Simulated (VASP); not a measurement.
# Si (I4/mmm) in VASP: further runs

Runs on Si. Level: PBE. Tasks: single point.

Everything below comes from runs of VASP 6.6.1. Logs are shortened: lines on timing, memory, paths and dates and some standing lists are left out, and cuts for length are marked.

## Step 1: Starting point

The structure is tetragonal, space group I4/mmm (No. 139). The conventional cell has a = 6.651 Å, b = 6.651 Å, c = 3.845 Å, α = 90.00°, β = 90.00°, γ = 90.00°. Si (site symmetry m2m) is surrounded by 4 Si at 2.34 to 2.38 Å.

This isn't the form of Si at room conditions, which is diamond.

## Step 2: Single point, PBE

The input, INCAR:

```
PREC = Accurate
ENCUT = 250
EDIFF = 1E-6
ISMEAR = 0
SIGMA = 0.05
LREAL = False
LASPH = True
NELM = 100
ALGO = Normal
ISIF = 2
LWAVE = False
LCHARG = False
GGA = PE
NBANDS = 16
ADDGRID = False
```

The input, KPOINTS:

```
Automatic mesh
0
Gamma
  3 3 3
```

The input, POSCAR:

```
Si
1.0
   -3.3254442900      3.3254442900      1.9223856600
    3.3254442900     -3.3254442900      1.9223856600
    3.3254442900      3.3254442900     -1.9223856600
Si
4
Direct
    0.8211989400      0.1788010600      0.0000000000
    0.1788010600      0.8211989400      0.0000000000
    0.8211989400      0.8211989400      0.6423978800
    0.1788010600      0.1788010600      0.3576021200
```

Potentials or basis: VASP PAW PBE potentials, release 64 (Si).

On the command line:

```console
$ cat potpaw_PBE.64/Si/POTCAR > POTCAR
$ mpirun -np 1 vasp_std > vasp.out
```

OUTCAR:

```text
PREC = Accurate
   ENCUT = 250
   EDIFF = 1E-6
   ISMEAR = 0
   LREAL = False
   LASPH = True
   NELM = 100
   ISIF = 2
   GGA = PE

 Found      6 irreducible k-points:

 Following reciprocal coordinates:
            Coordinates               Weight
  0.000000  0.000000  0.000000      1.000000
  0.333333  0.000000  0.000000      8.000000
  0.333333  0.333333  0.000000      8.000000
 -0.333333  0.333333  0.000000      4.000000
 -0.333333  0.333333  0.333333      4.000000
 -0.333333 -0.333333  0.333333      2.000000
   k-points           NKPTS =      6   k-points in BZ     NKDIM =      6   number of bands    NBANDS=     16
   number of dos      NEDOS =    301   number of ions     NIONS =      4
   total plane-waves  NPLWV =  21952
   dimension x,y,z NGX =    28 NGY =   28 NGZ =   28
   dimension x,y,z NGXF=    56 NGYF=   56 NGZF=   56
   ions per type =               4
   NGX,Y,Z   is equivalent  to a cutoff of   9.16,  9.16,  9.16 a.u.
   NGXF,Y,Z  is equivalent  to a cutoff of  18.32, 18.32, 18.32 a.u.
 SYSTEM =  unknown system
   PREC   = accura    normal or accurate (medium, high low for compatibility)
   ISTART =      0    job   : 0-new  1-cont  2-samecut
   ICHARG =      2    charge: 1-file 2-atom 10-const
   ISPIN  =      1    spin polarized calculation?
   LNONCOLLINEAR =      F non collinear calculations
   LSORBIT =      F    spin-orbit coupling
   LASPH  =      T    aspherical Exc in radial PAW
   ENCUT  =  250.0 eV  18.37 Ry    4.29 a.u.   6.55  6.55  6.55*2*pi/ulx,y,z
   NELM   =    100;   NELMIN=  2; NELMDL= -5     # of ELM steps
   EDIFF  = 0.1E-05   stopping-criterion for ELM
   LREAL  =      F    real-space projection
   EDIFFG = 0.1E-04   stopping-criterion for IOM
   NSW    =      0    number of steps for IOM
   IBRION =     -1    ionic relax: 0-MD 1-quasi-New 2-CG
   NFREE  =      0    steps in history (QN), initial steepest desc. (CG)
   ISIF   =      2    stress and relaxation
   ISYM   =      2    0-nonsym 1-usesym 2-fastsym
   POTIM  = 0.5000    time-step for ionic-motion
   TEBEG  =    0.0;   TEEND  =   0.0 temperature during run
   PSTRESS=    0.0 pullay stress
   NELECT =      16.0000    total number of electrons
   NUPDOWN=      -1.0000    fix difference up-down
   EMIN   =  10.00;   EMAX   =-10.00  energy-range for DOS
   EFERMI =   0.00;   METHOD = LEGACY
   ISMEAR =     0;   SIGMA  =   0.05  broadening in eV -4-tet -1-fermi 0-gaus
   EFERMI_NEDOS =   21; number of points for ismear=-14 and -15
   IALGO  =     38    algorithm
   IMIX   =      4    mixing-type and parameters
     AMIX     =   0.40;   BMIX     =  1.00
     AMIX_MAG =   1.60;   BMIX_MAG =  1.00
  volume/ion in A,a.u.               =      21.26       143.46
  Fermi-wavevector in a.u.,A,eV,Ry     =   0.938098  1.772748 11.973506  0.880028
  Thomas-Fermi vector in A             =   2.065276
   LORBIT       =      0    0 simple, 1 ext, 2 COOP (PROOUT), +10 PAW based schemes
   GGA     = PE    functional components
   LHFCALC =     F    Hartree Fock is set to
   AEXX    =    0.0000 exact exchange contribution
   IVDW    =     0    specifies the selected vdW correction
   LEPSILON=     F    determine dielectric tensor
   LRPA    =     F    only Hartree local field effects (RPA)
 non-spin polarized calculation
 Gauss-broadening in eV      SIGMA  =   0.05
  energy-cutoff  :      250.00
  volume of cell :       85.04
 maximum number of plane-waves:       797
 NGX is ok and might be reduce to    28
   NGX = 13   NGY = 13   NGZ = 13

 number of electron      16.0000009 magnetization

 Free energy of the ion-electron system (eV)
  ---------------------------------------------------
  ext. energy  EPLUGINS =         0.00000000
  ---------------------------------------------------
  free energy    TOTEN  =       -20.98845694 eV

  energy without entropy =      -20.98845694  energy(sigma->0) =      -20.98845694

 E-fermi :   5.1812     XC(G=0):  -9.0651

 val. band max:        4.9306204229   @ k =   0.0000   0.0000   0.0000
 cond. band min:       6.2170137509   @ k =  -0.3333   0.3333   0.3333
 fundamental gap:      1.2863933280
 Fermi energy:         5.1812355964

 k-point     1 :       0.0000    0.0000    0.0000
  band No.  band energies     occupation
      1      -6.5707      2.00000
      2      -2.3536      2.00000
      3      -0.0862      2.00000
      4      -0.0862      2.00000
      5       1.7271      2.00000
      6       3.9864      2.00000
[... 8 lines left out ...]
     15      10.9755      0.00000
     16      12.4455      0.00000

 k-point     2 :       0.3333    0.0000    0.0000
  band No.  band energies     occupation
      1      -5.4093      2.00000
      2      -2.2581      2.00000
      3      -1.6544      2.00000
      4      -0.0318      2.00000
      5       1.3819      2.00000
      6       2.0499      2.00000
[... 8 lines left out ...]
     15      12.1678      0.00000
     16      12.2061      0.00000

 k-point     3 :       0.3333    0.3333    0.0000
  band No.  band energies     occupation
      1      -4.7118      2.00000
      2      -3.5820      2.00000
      3      -1.8861      2.00000
      4       0.2164      2.00000
      5       1.1562      2.00000
      6       2.5215      2.00000
[... 8 lines left out ...]
     15      11.7366      0.00000
     16      12.4624      0.00000

 k-point     4 :      -0.3333    0.3333    0.0000
  band No.  band energies     occupation
      1      -5.9871      2.00000
      2      -3.9703      2.00000
      3       0.0836      2.00000
      4       0.3332      2.00000
      5       3.1153      2.00000
      6       3.3952      2.00000
[... 8 lines left out ...]
     15      12.1431      0.00000
     16      12.1557      0.00000

 k-point     5 :      -0.3333    0.3333    0.3333
  band No.  band energies     occupation
      1      -5.3971      2.00000
      2      -4.0596      2.00000
      3      -2.4841      2.00000
      4       1.1782      2.00000
      5       2.7935      2.00000
      6       3.7200      2.00000
[... 8 lines left out ...]
     15      11.0067      0.00000
     16      11.7243      0.00000

 k-point     6 :      -0.3333   -0.3333    0.3333
  band No.  band energies     occupation
      1      -3.8971      2.00000
      2      -3.3863      2.00000
      3      -3.3863      2.00000
      4       0.1053      2.00000
      5       1.3917      2.00000
      6       1.7104      2.00000
[... 8 lines left out ...]
     15      11.0678      0.00000
     16      11.0705      0.00000

------------------------ aborting loop because EDIFF is reached ----------------------------------------

  FORCE on cell =-STRESS in cart. coord.  units (eV):
  Direction    XX          YY          ZZ          XY          YZ          ZX
  --------------------------------------------------------------------------------------
  -------------------------------------------------------------------------------------
  Total        0.4754040      0.4754040      1.7221221      0.0000000      0.0000000      0.0000000
  in kB        8.9572259      8.9572259     32.4470087      0.0000000      0.0000000      0.0000000
  external PRESSURE =      16.7871535 kB  Pullay stress =       0.0000000 kB

 VOLUME and BASIS-vectors are now :
 -----------------------------------------------------------------------------
  energy-cutoff  :      250.00
  volume of cell :       85.04
      direct lattice vectors                 reciprocal lattice vectors
    -3.325444290  3.325444290  1.922385660     0.000000000  0.150355849  0.260093492
     3.325444290 -3.325444290  1.922385660     0.150355849  0.000000000  0.260093492
     3.325444290  3.325444290 -1.922385660     0.150355849  0.150355849  0.000000000

 POSITION                                       TOTAL-FORCE (eV/Angst)
 -----------------------------------------------------------------------------------
     -2.13626      2.13626      1.92239        -0.003284      0.003284      0.000000
      2.13626     -2.13626      1.92239         0.003284     -0.003284     -0.000000
      2.13626      2.13626      1.92239         0.003284      0.003284     -0.000000
      1.18919      1.18919     -0.00000        -0.003284     -0.003284      0.000000
 -----------------------------------------------------------------------------------
    total drift:                               -0.000000      0.000000     -0.000000

  FREE ENERGIE OF THE ION-ELECTRON SYSTEM (eV)
  ---------------------------------------------------
  free  energy   TOTEN  =       -20.9884569440 eV

  energy  without entropy=      -20.9884569440  energy(sigma->0) =      -20.98845694
```

OSZICAR:

```text
N       E                     dE             d eps       ncg     rms          rms(c)
DAV:   1     0.109205022242E+02    0.10921E+02   -0.37142E+03   192   0.452E+02
DAV:   2    -0.203603234711E+02   -0.31281E+02   -0.28547E+02   272   0.896E+01
DAV:   3    -0.214377253137E+02   -0.10774E+01   -0.10716E+01   248   0.162E+01
DAV:   4    -0.214486542808E+02   -0.10929E-01   -0.10927E-01   248   0.209E+00
DAV:   5    -0.214488465643E+02   -0.19228E-03   -0.19228E-03   240   0.249E-01    0.749E+00
DAV:   6    -0.211209238102E+02    0.32792E+00   -0.15774E-01   200   0.189E+00    0.457E+00
DAV:   7    -0.209834747181E+02    0.13745E+00   -0.29158E-01   208   0.259E+00    0.383E-01
DAV:   8    -0.209869985924E+02   -0.35239E-02   -0.26428E-02   192   0.854E-01    0.178E-01
DAV:   9    -0.209882089584E+02   -0.12104E-02   -0.18551E-03   248   0.233E-01    0.954E-02
DAV:  10    -0.209883929629E+02   -0.18400E-03   -0.24280E-04   224   0.777E-02    0.404E-02
DAV:  11    -0.209884551861E+02   -0.62223E-04   -0.86149E-05   208   0.493E-02    0.526E-03
DAV:  12    -0.209884563313E+02   -0.11452E-05   -0.20165E-06   272   0.781E-03    0.299E-03
DAV:  13    -0.209884569440E+02   -0.61271E-06   -0.11174E-06   168   0.547E-03
   1 F= -.20988457E+02 E0= -.20988457E+02  d E =-.128283E-13
```

Wall time 4.5 s (1 thread of AMD EPYC 9R14 (Zen 4), shared host); peak memory 0.11 GiB.

The run converged, but some of its settings lie outside the range that counts as converged, so its numbers aren't taken as properties of the crystal.

What came out:

```yaml
Free_energy: -20.9885 eV
Largest_force: 0.005 eV/Å
Band_gap_on_the_k_mesh: 1.29 eV, indirect (least direct gap 1.38 eV)
```

Caveat: the k mesh is coarse (spacing up to 0.63 Å⁻¹), so the values aren't converged; the cutoff is under 1.25 times the usual one of these potentials, so pressure, stress and relaxed cells hold a basis-set (Pulay) error; an odd mesh through Γ misses points on the zone boundary, where band edges often lie.

## Step 3: Single point, PBE

INCAR, as its differences from that of step 2:

```diff
@@ -1,3 +1,3 @@
 PREC = Accurate
-ENCUT = 250
+ENCUT = 700
 EDIFF = 1E-6
```

The input, KPOINTS:

```
Automatic mesh
0
Gamma
  2 2 2
```

POSCAR is that of step 2.

Potentials or basis: VASP PAW PBE potentials, release 64 (Si).

On the command line:

```console
$ cat potpaw_PBE.64/Si/POTCAR > POTCAR
$ mpirun -np 1 vasp_std > vasp.out
```

Wall time 12 s (1 thread of AMD EPYC 9R14 (Zen 4), shared host); peak memory 0.26 GiB.

The run converged, but some of its settings lie outside the range that counts as converged, so its numbers aren't taken as properties of the crystal.

Results:

| Item | Value |
| --- | --- |
| Free energy | -20.1835 eV |
| Pressure | 2.4 GPa |
| Largest force | 0.098 eV/Å |
| Band gap on the k mesh | 0.37 eV, direct |

Caveat: the k mesh is coarse (spacing up to 0.94 Å⁻¹), so the values aren't converged.

## Step 4: For comparison

An earlier run on the cell as given: functional PBE; potentials or basis VASP PAW PBE potentials, release 64 (Si); cutoff 520 eV; k mesh 8 × 8 × 8; occupations fermi-dirac, width 0.05 eV; no spin polarisation.

* Pressure: 1.3 GPa
* Largest force: 0.008 eV/Å
* Band gap on the k mesh: 0.26 eV, indirect (least direct gap 0.39 eV)
